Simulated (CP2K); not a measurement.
# MoSe2 (P6_3/mmc) in CP2K: band structure with r2SCAN

Aim: the band structure of MoSe2 with r2SCAN.

All numbers are computed with CP2K 2026.2; they aren't measurements. Logs are shortened: lines on timing, memory, paths and dates and some standing lists are left out, and cuts for length are marked.

### 1 The structure

It takes space group P6_3/mmc (No. 194, hexagonal). The conventional cell has a = 3.288 Å, b = 3.288 Å, c = 12.900 Å, α = 90.00°, β = 90.00°, γ = 120.00°. Mo (site symmetry -6m2) has 6 Se at 2.49 Å as nearest neighbours. Around Se (site symmetry 3m) lie 3 Mo at 2.49 Å.

### 2 Band structure, r2SCAN

mose2_bands.inp reads:

```
&GLOBAL
  PROJECT mose2_bands
  RUN_TYPE ENERGY_FORCE
  PRINT_LEVEL LOW
&END GLOBAL
&FORCE_EVAL
  METHOD QS
  STRESS_TENSOR ANALYTICAL
  &DFT
    BASIS_SET_FILE_NAME BASIS_MOLOPT_UZH
    POTENTIAL_FILE_NAME POTENTIAL_UZH
    &MGRID
      CUTOFF 675
      REL_CUTOFF 60
      NGRIDS 4
    &END MGRID
    &QS
      METHOD GPW
      EPS_DEFAULT 1.0E-10
    &END QS
    &KPOINTS
      SCHEME MONKHORST-PACK 9 9 2
      GAMMA_CENTERED T
      SYMMETRY T
      SYMMETRY_BACKEND SPGLIB
    &END KPOINTS
    &SCF
      SCF_GUESS ATOMIC
      EPS_SCF 1.0E-6
      MAX_SCF 100
      ADDED_MOS 24
      CHOLESKY OFF
      EPS_EIGVAL 1.0E-7
      &DIAGONALIZATION ON
        ALGORITHM STANDARD
      &END DIAGONALIZATION
      &MIXING ON
        METHOD BROYDEN_MIXING
        ALPHA 0.4
        BETA 1.5
        NBUFFER 8
      &END MIXING
      &SMEAR ON
        METHOD FERMI_DIRAC
        ELECTRONIC_TEMPERATURE [K] 580.226
      &END SMEAR
    &END SCF
    &XC
      &XC_FUNCTIONAL
        &MGGA_X_R2SCAN
        &END MGGA_X_R2SCAN
        &MGGA_C_R2SCAN
        &END MGGA_C_R2SCAN
      &END XC_FUNCTIONAL
    &END XC
    &PRINT
      &KPOINTS ON
      &END KPOINTS
      &MULLIKEN ON
      &END MULLIKEN
      &MO ON
        ENERGIES T
        OCCUPATION_NUMBERS T
        &EACH
          QS_SCF 0
        &END EACH
        ADD_LAST NUMERIC
      &END MO
      &BAND_STRUCTURE
        FILE_NAME bands.bs
        ADDED_MOS 4
        &KPOINT_SET
          UNITS B_VECTOR
          NPOINTS 6
          SPECIAL_POINT GAMMA 0.00000000 0.00000000 0.00000000
          SPECIAL_POINT M 0.50000000 0.00000000 0.00000000
          SPECIAL_POINT K 0.33333333 0.33333333 0.00000000
          SPECIAL_POINT GAMMA 0.00000000 0.00000000 0.00000000
          SPECIAL_POINT A 0.00000000 0.00000000 0.50000000
          SPECIAL_POINT L 0.50000000 0.00000000 0.50000000
          SPECIAL_POINT H 0.33333333 0.33333333 0.50000000
          SPECIAL_POINT A 0.00000000 0.00000000 0.50000000
        &END KPOINT_SET
        &KPOINT_SET
          UNITS B_VECTOR
          NPOINTS 6
          SPECIAL_POINT L 0.50000000 0.00000000 0.50000000
          SPECIAL_POINT M 0.50000000 0.00000000 0.00000000
        &END KPOINT_SET
        &KPOINT_SET
          UNITS B_VECTOR
          NPOINTS 6
          SPECIAL_POINT K 0.33333333 0.33333333 0.00000000
          SPECIAL_POINT H 0.33333333 0.33333333 0.50000000
        &END KPOINT_SET
      &END BAND_STRUCTURE
    &END PRINT
  &END DFT
  &SUBSYS
    &CELL
      ABC 3.2880000000 3.2880000000 12.9000000000
      ALPHA_BETA_GAMMA 90.0000000000 90.0000000000 120.0000000004
      PERIODIC XYZ
    &END CELL
    &COORD
      Mo  1.6440000002 0.9491638424 9.6750000000
      Mo  -0.0000000002 1.8983276852 3.2250000000
      Se  1.6440000002 0.9491638424 4.8375000000
      Se  -0.0000000002 1.8983276852 11.2875000000
      Se  1.6440000002 0.9491638424 1.6125000000
      Se  -0.0000000002 1.8983276852 8.0625000000
    &END COORD
    &KIND Mo
      BASIS_SET TZVP-MOLOPT-SCAN-GTH-q14
      POTENTIAL GTH-SCAN-q14
    &END KIND
    &KIND Se
      BASIS_SET TZVP-MOLOPT-SCAN-GTH-q6
      POTENTIAL GTH-SCAN-q6
    &END KIND
    &PRINT
      &ATOMIC_COORDINATES ON
      &END ATOMIC_COORDINATES
      &CELL ON
      &END CELL
    &END PRINT
  &END SUBSYS
  &PRINT
    &FORCES ON
    &END FORCES
    &STRESS_TENSOR ON
    &END STRESS_TENSOR
  &END PRINT
&END FORCE_EVAL
```

Potentials or basis: POTENTIAL_UZH Mo GTH-SCAN-q14, Se GTH-SCAN-q6; TZVP-MOLOPT-SCAN-GTH basis.

Started as:

```
OMP_NUM_THREADS=1 cp2k.psmp -i mose2_bands.inp -o mose2_bands.out
```

mose2_bands.out:

```text

 CP2K| version string:                                       CP2K version 2026.2
 CP2K| Input file name                                           mose2_bands.inp

 GLOBAL| Force Environment number                                              1
 GLOBAL| Basis set file name                                    BASIS_MOLOPT_UZH
 GLOBAL| Potential file name                                       POTENTIAL_UZH
 GLOBAL| MM Potential file name                                     MM_POTENTIAL
 GLOBAL| Coordinate file name                                      __STD_INPUT__
 GLOBAL| Method name                                                        CP2K
 GLOBAL| Project name                                                mose2_bands
 GLOBAL| Run type                                                   ENERGY_FORCE
 GLOBAL| FFT library                                                       FFTW3
[... 6 lines left out ...]
 GLOBAL| Total number of message passing processes                             1
 GLOBAL| Number of threads for this process                                    1
 GLOBAL| CPU model name                          AMD EPYC 9R45 96-Core Processor

 CELL| Volume [angstrom^3]:                                           120.776923
 CELL| Vector a [angstrom]:       3.288     0.000     0.000   |a| =     3.288000
 CELL| Vector b [angstrom]:      -1.644     2.847     0.000   |b| =     3.288000
 CELL| Vector c [angstrom]:       0.000     0.000    12.900   |c| =    12.900000
 CELL| Angle (b,c), alpha [degree]:                                    90.000000
 CELL| Angle (a,c), beta  [degree]:                                    90.000000
 CELL| Angle (a,b), gamma [degree]:                                   120.000000
 CELL| Numerically orthorhombic:                                              NO
 CELL| Periodicity                                                           XYZ

 CELL_REF| Volume [angstrom^3]:                                       120.776923
 CELL_REF| Vector a [angstrom     3.288     0.000     0.000   |a| =     3.288000
 CELL_REF| Vector b [angstrom    -1.644     2.847     0.000   |b| =     3.288000
 CELL_REF| Vector c [angstrom     0.000     0.000    12.900   |c| =    12.900000
 CELL_REF| Angle (b,c), alpha [degree]:                                90.000000
 CELL_REF| Angle (a,c), beta  [degree]:                                90.000000
 CELL_REF| Angle (a,b), gamma [degree]:                               120.000000
 CELL_REF| Numerically orthorhombic:                                          NO
 CELL_REF| Periodicity                                                       XYZ
[... 10 lines left out ...]

  Total number of            - Atomic kinds:                                   2
                             - Atoms:                                          6
                             - Shell sets:                                     6
                             - Shells:                                        50
                             - Primitive Cartesian functions:                 28
                             - Cartesian basis functions:                    154
                             - Spherical basis functions:                    138

  Maximum angular momentum of- Orbital basis functions:                        3
                             - Local part of the GTH pseudopotential:          2
                             - Non-local part of the GTH pseudopotential:      4

 MODULE QUICKSTEP: ATOMIC COORDINATES IN ANGSTROM

   Atom Kind Element         X             Y             Z       Z(eff)     Mass
      1    1 Mo   42      1.644000      0.949164      9.675000  14.0000  95.9600
      2    1 Mo   42     -0.000000      1.898328      3.225000  14.0000  95.9600
      3    2 Se   34      1.644000      0.949164      4.837500   6.0000  78.9600
      4    2 Se   34     -0.000000      1.898328     11.287500   6.0000  78.9600
      5    2 Se   34      1.644000      0.949164      1.612500   6.0000  78.9600
      6    2 Se   34     -0.000000      1.898328      8.062500   6.0000  78.9600

 SCF PARAMETERS         Density guess:                                    ATOMIC
                        --------------------------------------------------------
                        max_scf:                                             100
[... 7 lines left out ...]
                        --------------------------------------------------------
                        level_shift [a.u.]:                             0.000000
                        added MOs                                        24    0
                        --------------------------------------------------------
                        Mixing method:                            BROYDEN_MIXING
[... 11 lines left out ...]
 *******************************************************************************
 BRILLOUIN| K-point scheme                                        Monkhorst-Pack
 BRILLOUIN| K-Point grid                                             9    9    2
[... 62 lines left out ...]
    16 Broy./Diag. 0.40E+00    6.3     0.00000124      -173.4220746362 -4.23E-05
    17 Broy./Diag. 0.40E+00    6.4     0.00000045      -173.4220893491 -1.47E-05

  *** SCF run converged in    17 steps ***

  Electronic density on regular grids:        -52.0000000003       -0.0000000003
  Core density on regular grids:               51.9999999941       -0.0000000059
  Total charge density on r-space grids:       -0.0000000062
  Total charge density g-space grids:          -0.0000000062

  Overlap energy of the core charge distribution:               0.00000000016884
  Self energy of the core charge distribution:               -337.37008375188771
  Core Hamiltonian energy:                                     76.37455379874183
  Hartree energy:                                             111.81777569348310
  Exchange-correlation energy:                                -24.24433498967826
  Electronic entropic energy:                                  -0.00000009995600
  Fermi energy:                                                 0.32193432516765

  Total energy:                                              -173.42208934912864
  Total energy (extrapolated to T->0):                       -173.42208929915063

 MO| EIGENVALUES AND OCCUPATION NUMBERS FOR K POINT 1
 MO|
 MO|  Index      Eigenvalue [a.u.]        Eigenvalue [eV]             Occupation
 MO|      1              -2.013364             -54.786412               2.000000
 MO|      2              -2.013357             -54.786228               2.000000
 MO|      3              -1.047769             -28.511238               2.000000
 MO|      4              -1.047762             -28.511059               2.000000
 MO|      5              -1.041075             -28.329082               2.000000
 MO|      6              -1.041066             -28.328835               2.000000
[... 714 lines left out ...]
 MO|     49               0.878854              23.914841               0.000000
 MO|     50               0.882291              24.008351               0.000000
 MO| Sum:                                                              52.000000
 MO| E(Fermi):            0.321934 a.u.          8.760278 eV
 MO| Band gap:            0.106442 a.u.          2.896424 eV

 MO| EIGENVALUES AND OCCUPATION NUMBERS FOR K POINT 14
 MO|
 MO|  Index      Eigenvalue [a.u.]        Eigenvalue [eV]             Occupation
 MO|      1              -2.013666             -54.794631               2.000000
 MO|      2              -2.013666             -54.794631               2.000000
 MO|      3              -1.045387             -28.446433               2.000000
 MO|      4              -1.045387             -28.446432               2.000000
 MO|      5              -1.041770             -28.348017               2.000000
 MO|      6              -1.041770             -28.348016               2.000000
[... 42 lines left out ...]
 MO|     49               0.905659              24.644233               0.000000
 MO|     50               0.905659              24.644233               0.000000
 MO| Sum:                                                              52.000000
 MO| E(Fermi):            0.321934 a.u.          8.760278 eV
 MO| Band gap:            0.117549 a.u.          3.198666 eV

 [... the levels of further k-points ...]

 !-----------------------------------------------------------------------------!
                     Mulliken Population Analysis

 #  Atom  Element  Kind  Atomic population                           Net charge
       1     Mo       1         14.362717                             -0.362717
       2     Mo       1         14.362718                             -0.362718
       3     Se       2          5.818641                              0.181359
       4     Se       2          5.818641                              0.181359
       5     Se       2          5.818641                              0.181359
       6     Se       2          5.818641                              0.181359
 # Total charge                             52.000000                  0.000000

 !-----------------------------------------------------------------------------!

 KPOINTS| Band Structure Calculation
 KPOINTS| Number of k-point sets                                               3
 KPOINTS| Number of added MOs/bands                                            4
 KPOINTS| Number of k-points in set    1                                      43
 KPOINTS| In units of b-vector [2pi/Bohr]
 KPOINTS| Special point     1       GAMMA     0.000000     0.000000     0.000000
 KPOINTS| Special point     2           M     0.500000     0.000000     0.000000
 KPOINTS| Special point     3           K     0.333333     0.333333     0.000000
 KPOINTS| Special point     4       GAMMA     0.000000     0.000000     0.000000
 KPOINTS| Special point     5           A     0.000000     0.000000     0.500000
 KPOINTS| Special point     6           L     0.500000     0.000000     0.500000
 KPOINTS| Special point     7           H     0.333333     0.333333     0.500000
 KPOINTS| Special point     8           A     0.000000     0.000000     0.500000
 KPOINTS| Number of k-points in set    2                                       7
 KPOINTS| In units of b-vector [2pi/Bohr]
 KPOINTS| Special point     1           L     0.500000     0.000000     0.500000
 KPOINTS| Special point     2           M     0.500000     0.000000     0.000000
 KPOINTS| Number of k-points in set    3                                       7
 KPOINTS| In units of b-vector [2pi/Bohr]
 KPOINTS| Special point     1           K     0.333333     0.333333     0.000000
 KPOINTS| Special point     2           H     0.333333     0.333333     0.500000

 ENERGY| Total FORCE_EVAL ( QS ) energy [hartree]           -173.422090726684957

 FORCES| Atomic forces [hartree/bohr]
 FORCES|   Atom     x               y               z               |f|
 FORCES|      1 -4.87293139E-09 -1.07234109E-09  1.24888825E-09   5.14345191E-09
 FORCES|      2  5.18069097E-09  4.78409594E-10  1.70004023E-09   5.47344238E-09
 FORCES|      3 -3.75625358E-09  1.82800585E-09  1.96199337E-02   1.96199337E-02
 FORCES|      4  3.61263885E-09 -1.49487741E-09  1.96199332E-02   1.96199332E-02
 FORCES|      5 -3.79517789E-09  1.80564702E-09 -1.96199354E-02   1.96199354E-02
 FORCES|      6  3.62236638E-09 -1.52409651E-09 -1.96199344E-02   1.96199344E-02
 FORCES| Sum    -8.66666281E-12  2.07474435E-11 -4.24451099E-11
 FORCES| Total atomic force                                       4.80328514E-11

 STRESS| Analytical stress tensor [bar]
 STRESS|                        x                   y                   z
 STRESS|      x        6.27290328570E+04  -8.67858967880E-02   1.80791651255E-05
 STRESS|      y       -8.67858967880E-02   6.27289064636E+04   3.30737868522E-05
 STRESS|      z        1.80791651255E-05   3.30737868522E-05   1.03398037981E+05
 STRESS| 1/3 Trace                                             7.62853257671E+04
 STRESS| Determinant                                           4.06863383425E+14

 STRESS| Eigenvectors and eigenvalues of the analytical stress tensor [bar]
 STRESS|                        1                   2                   3
 STRESS| Eigenvalues   6.27288623029E+04   6.27290770177E+04   1.03398037981E+05
 STRESS|      x           0.453510276666      0.891251047101      0.000000000445
 STRESS|      y           0.891251047101     -0.453510276666      0.000000000813
 STRESS|      z          -0.000000000926     -0.000000000027      1.000000000000
```

It took 2.3 min on 1 thread of AMD EPYC 9R45 (Zen 5), shared host; peak memory 0.87 GiB.

What came out:

```
Free energy             : -4719.0551 eV
Pressure                : 7.6 GPa
Largest force           : 1.009 eV/Å
Band gap on the k mesh  : 0.97 eV, indirect (least direct gap 1.49 eV)
Band gap along the path : 0.97 eV, indirect (least direct gap 1.49 eV)
Mulliken charges        : Mo -0.36; Se +0.18 e
```

Forces in eV/Å, atoms in the order of the input:
```
Mo   0.000  0.000  0.000
Mo   0.000  0.000  0.000
Se   0.000  0.000  1.009
Se   0.000  0.000  1.009
Se   0.000  0.000 -1.009
Se   0.000  0.000 -1.009
```

Levels at the corners of the path, in eV from the valence-band top:
```csv
point,band 23,band 24,band 25,band 26,band 27,band 28,band 29,band 30
Γ,-2.00,-1.10,-1.02,0.00,2.50,2.50,2.54,2.54
M,-1.56,-1.37,-1.34,-1.24,1.48,1.53,1.85,2.11
K,-2.66,-2.66,-0.69,-0.53,0.97,0.97,1.94,2.84
Γ,-2.00,-1.10,-1.02,0.00,2.50,2.50,2.54,2.54
A,-2.02,-2.02,-0.22,-0.22,2.51,2.51,2.51,2.51
L,-1.46,-1.46,-1.28,-1.28,1.50,1.50,1.99,1.99
H,-2.81,-2.81,-0.62,-0.62,0.97,0.97,2.40,2.40
A,-2.02,-2.02,-0.22,-0.22,2.51,2.51,2.51,2.51
L,-1.46,-1.46,-1.28,-1.28,1.50,1.50,1.99,1.99
M,-1.56,-1.37,-1.34,-1.24,1.48,1.53,1.85,2.11
K,-2.66,-2.66,-0.69,-0.53,0.97,0.97,1.94,2.84
H,-2.81,-2.81,-0.62,-0.62,0.97,0.97,2.40,2.40
```

Caveat: Mulliken charges move with the basis; the cell's inner coordinates are idealised or old, which leaves forces on the atoms; the basis of atomic orbitals isn't converged, which shifts pressures, moduli and gaps. r2SCAN opens gaps a little over a GGA but as a rule still falls short of measured ones.
